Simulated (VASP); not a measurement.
# SnSe (Fm-3m) in VASP: notebook, part 2 of 2

VASP 6.6.1. Earlier steps stand in the parts before.

## (4) Single point, r2SCAN

File INCAR:

```
SYSTEM = SnSe
  ADDGRID = .FALSE.
  ALGO = Normal
  EDIFF = 1E-7
  ENCUT = 300
  ISIF = 2
  ISMEAR = 0
  LASPH = .TRUE.
  LCHARG = .FALSE.
  LMIXTAU = .TRUE.
  LREAL = .FALSE.
  LWAVE = .FALSE.
  METAGGA = R2SCAN
  NBANDS = 17
  NELM = 100
  PREC = Accurate
  SIGMA = 0.05
```

File KPOINTS:

```
k-points
0
G
  7 7 7
  0 0 0
```

File POSCAR:

```
SnSe
1.0
    0.0000000000      3.0100000000      3.0100000000
    3.0100000000      0.0000000000      3.0100000000
    3.0100000000      3.0100000000      0.0000000000
Sn Se
1 1
Direct
    0.0000000000      0.0000000000      0.0000000000
    0.5000000000      0.5000000000      0.5000000000
```

The run is started by

```
cat potpaw_PBE.64/Sn_d/POTCAR potpaw_PBE.64/Se/POTCAR > POTCAR
mpirun -np 1 vasp_std > vasp.out
```

Run time: 36 s. Hardware: 1 thread of Intel Xeon Platinum 8488C (Sapphire Rapids), shared host; peak memory 0.14 GiB.

These settings aren't checked as converged: the numbers below hold their error.

Results:

- Free energy: -39.8724 eV
- Pressure: -0.3 GPa

Caveat: this odd mesh misses L, where the gap lies, so gap, dielectric constants and Born charges aren't listed; the PAW data sets were made with another functional, which shifts forces and pressure a little.

## (5) Single point, r2SCAN

Edit INCAR of step 4 so:

```diff
@@ -4,3 +4,3 @@
   EDIFF = 1E-7
-  ENCUT = 300
+  ENCUT = 600
   ISIF = 2
```

File KPOINTS:

```
k-points
0
G
  5 5 5
  0 0 0
```

POSCAR is that of step 4.

Potentials or basis: VASP PAW PBE potentials, release 64 (Sn_d, Se).

The run is started by

```
cat potpaw_PBE.64/Sn_d/POTCAR potpaw_PBE.64/Se/POTCAR > POTCAR
mpirun -np 1 vasp_std > vasp.out
```

OUTCAR:

```text
SYSTEM = SnSe
   EDIFF = 1E-7
   ENCUT = 600
   ISIF = 2
   ISMEAR = 0
   LASPH = .TRUE.
   LREAL = .FALSE.
   METAGGA = R2SCAN
   NELM = 100
   PREC = Accurate

 Found     10 irreducible k-points:

 Following reciprocal coordinates:
            Coordinates               Weight
  0.000000  0.000000  0.000000      1.000000
  0.200000  0.000000  0.000000      8.000000
  0.400000  0.000000  0.000000      8.000000
  0.200000  0.200000  0.000000      6.000000
  0.400000  0.200000  0.000000     24.000000
 -0.400000  0.200000  0.000000     24.000000
   k-points           NKPTS =     10   k-points in BZ     NKDIM =     10   number of bands    NBANDS=     17
   number of dos      NEDOS =    301   number of ions     NIONS =      2
   total plane-waves  NPLWV =  46656
   dimension x,y,z NGX =    36 NGY =   36 NGZ =   36
   dimension x,y,z NGXF=    72 NGYF=   72 NGZF=   72
   ions per type =               1   1
   NGX,Y,Z   is equivalent  to a cutoff of  14.06, 14.06, 14.06 a.u.
   NGXF,Y,Z  is equivalent  to a cutoff of  28.12, 28.12, 28.12 a.u.
 SYSTEM =  SnSe
   PREC   = accura    normal or accurate (medium, high low for compatibility)
   ISTART =      0    job   : 0-new  1-cont  2-samecut
   ICHARG =      2    charge: 1-file 2-atom 10-const
   ISPIN  =      1    spin polarized calculation?
   LNONCOLLINEAR =      F non collinear calculations
   LSORBIT =      F    spin-orbit coupling
   LASPH  =      T    aspherical Exc in radial PAW
   ENCUT  =  600.0 eV  44.10 Ry    6.64 a.u.   8.50  8.50  8.50*2*pi/ulx,y,z
   NELM   =    100;   NELMIN=  2; NELMDL= -5     # of ELM steps
   EDIFF  = 0.1E-06   stopping-criterion for ELM
   LREAL  =      F    real-space projection
   EDIFFG = 0.1E-05   stopping-criterion for IOM
   NSW    =      0    number of steps for IOM
   IBRION =     -1    ionic relax: 0-MD 1-quasi-New 2-CG
   NFREE  =      0    steps in history (QN), initial steepest desc. (CG)
   ISIF   =      2    stress and relaxation
   ISYM   =      2    0-nonsym 1-usesym 2-fastsym
   POTIM  = 0.5000    time-step for ionic-motion
   TEBEG  =    0.0;   TEEND  =   0.0 temperature during run
   PSTRESS=    0.0 pullay stress
   NELECT =      20.0000    total number of electrons
   NUPDOWN=      -1.0000    fix difference up-down
   EMIN   =  10.00;   EMAX   =-10.00  energy-range for DOS
   EFERMI =   0.00;   METHOD = LEGACY
   ISMEAR =     0;   SIGMA  =   0.05  broadening in eV -4-tet -1-fermi 0-gaus
   EFERMI_NEDOS =   21; number of points for ismear=-14 and -15
   IALGO  =     38    algorithm
   IMIX   =      4    mixing-type and parameters
     AMIX     =   0.40;   BMIX     =  1.00
     AMIX_MAG =   1.60;   BMIX_MAG =  1.00
  volume/ion in A,a.u.               =      27.27       184.03
  Fermi-wavevector in a.u.,A,eV,Ry     =   1.171768  2.214321 18.681350  1.373040
  Thomas-Fermi vector in A             =   2.308207
   LORBIT       =      0    0 simple, 1 ext, 2 COOP (PROOUT), +10 PAW based schemes
   METAGGA = R2SCAN    functional components
   LHFCALC =     F    Hartree Fock is set to
   AEXX    =    0.0000 exact exchange contribution
   IVDW    =     0    specifies the selected vdW correction
   LEPSILON=     F    determine dielectric tensor
   LRPA    =     F    only Hartree local field effects (RPA)
 non-spin polarized calculation
 Gauss-broadening in eV      SIGMA  =   0.05
  energy-cutoff  :      600.00
  volume of cell :       54.54
 maximum number of plane-waves:      1849
 NGX is ok and might be reduce to    36
   NGX = 17   NGY = 17   NGZ = 17

 number of electron      19.9999999 magnetization

 Free energy of the ion-electron system (eV)
  ---------------------------------------------------
  ext. energy  EPLUGINS =         0.00000000
  ---------------------------------------------------
  free energy    TOTEN  =       -39.90058148 eV

  energy without entropy =      -39.90058148  energy(sigma->0) =      -39.90058148

 E-fermi :   5.6403     XC(G=0): -10.1952

 val. band max:        5.3837971446   @ k =  -0.2000   0.2000   0.0000
 cond. band min:       6.5060219120   @ k =  -0.2000   0.2000   0.0000
 fundamental gap:      1.1222247674
 Fermi energy:         5.6403145820

 k-point     1 :       0.0000    0.0000    0.0000
  band No.  band energies     occupation
      1     -16.8579      2.00000
      2     -16.8579      2.00000
      3     -16.8554      2.00000
      4     -16.8554      2.00000
      5     -16.8554      2.00000
      6      -9.0219      2.00000
[... 9 lines left out ...]
     16      11.7452      0.00000
     17      14.0192      0.00000
[... 81 lines left out ...]
 k-point     6 :      -0.4000    0.2000    0.0000
  band No.  band energies     occupation
      1     -16.8718      2.00000
      2     -16.8623      2.00000
      3     -16.8504      2.00000
      4     -16.8455      2.00000
      5     -16.8426      2.00000
      6      -7.9249      2.00000
[... 9 lines left out ...]
     16      15.0227      0.00000
     17      17.9255      0.00000

 [... further k-points ...]

------------------------ aborting loop because EDIFF is reached ----------------------------------------

  FORCE on cell =-STRESS in cart. coord.  units (eV):
  Direction    XX          YY          ZZ          XY          YZ          ZX
  --------------------------------------------------------------------------------------
  -------------------------------------------------------------------------------------
  Total       -0.0712071     -0.0712071     -0.0712071      0.0000000      0.0000000      0.0000000
  in kB       -2.0917245     -2.0917245     -2.0917245      0.0000000      0.0000000      0.0000000
  external PRESSURE =      -2.0917245 kB  Pullay stress =       0.0000000 kB

 VOLUME and BASIS-vectors are now :
 -----------------------------------------------------------------------------
  energy-cutoff  :      600.00
  volume of cell :       54.54
      direct lattice vectors                 reciprocal lattice vectors
     0.000000000  3.010000000  3.010000000    -0.166112957  0.166112957  0.166112957
     3.010000000  0.000000000  3.010000000     0.166112957 -0.166112957  0.166112957
     3.010000000  3.010000000  0.000000000     0.166112957  0.166112957 -0.166112957

 POSITION                                       TOTAL-FORCE (eV/Angst)
 -----------------------------------------------------------------------------------
      0.00000      0.00000      0.00000        -0.000000     -0.000000     -0.000000
      3.01000      3.01000      3.01000         0.000000      0.000000      0.000000
 -----------------------------------------------------------------------------------
    total drift:                               -0.000000      0.000000      0.000000

  FREE ENERGIE OF THE ION-ELECTRON SYSTEM (eV)
  ---------------------------------------------------
  free  energy   TOTEN  =       -39.9005814761 eV

  energy  without entropy=      -39.9005814761  energy(sigma->0) =      -39.90058148
```

OSZICAR:

```text
N       E                     dE             d eps       ncg     rms          rms(c)
DAV:   1     0.110582021317E+03    0.11058E+03   -0.10679E+04   341   0.159E+03
DAV:   2    -0.280729895790E+02   -0.13866E+03   -0.13447E+03   356   0.383E+02
DAV:   3    -0.429647548427E+02   -0.14892E+02   -0.14753E+02   403   0.103E+02
[... 12 lines left out ...]
DAV:  16    -0.399005808548E+02   -0.36205E-05   -0.30989E-06   383   0.208E-02    0.293E-03
DAV:  17    -0.399005802625E+02    0.59225E-06   -0.56427E-07   386   0.917E-03    0.228E-03
DAV:  18    -0.399005813266E+02   -0.10641E-05   -0.15720E-06   353   0.112E-02    0.104E-03
DAV:  19    -0.399005814486E+02   -0.12201E-06   -0.23753E-07   311   0.390E-03    0.303E-04
DAV:  20    -0.399005814761E+02   -0.27456E-07   -0.14427E-08   181   0.105E-03
   1 F= -.39900581E+02 E0= -.39900581E+02  d E =-.100471E-13
```

stdout:

```text
POSCAR found type information on POSCAR SnSe
 POSCAR found :  2 types and       2 ions
 scaLAPACK will be used
 -----------------------------------------------------------------------------
|                                                                             |
|                                                                             |
|     You enforced a specific xc type in the INCAR file but a different       |
|     I HOPE YOU KNOW WHAT YOU ARE DOING!                                     |
|                                                                             |
 -----------------------------------------------------------------------------

 LDA part: xc-table for (None), standard interpolation
 POSCAR, INCAR and KPOINTS ok, starting setup
 FFT: planning ... GRIDC
 FFT: planning ... GRID_SOFT
 FFT: planning ... GRID
 WAVECAR not read
 entering main loop
```

Run time: 55 s. Hardware: 1 thread of Intel Xeon Platinum 8488C (Sapphire Rapids), shared host; peak memory 0.21 GiB.

These settings aren't checked as converged: the numbers below hold their error.

Results:

| Quantity | Value |
| --- | --- |
| Free energy | -39.9006 eV |
| Pressure | -0.2 GPa |

Caveat: this odd mesh misses L, where the gap lies, so gap, dielectric constants and Born charges aren't listed; the PAW data sets were made with another functional, which shifts forces and pressure a little.

## (6) The reference run

An earlier run on the cell as given: functional PBEsol; potentials or basis VASP PAW PBE potentials, release 64 (Sn_d, Se); cutoff 520 eV; k mesh 8 × 8 × 8; occupations fermi-dirac, width 0.05 eV; no spin polarisation.

- Pressure: -1.9 GPa
- Band gap on the k mesh: 0.65 eV, direct
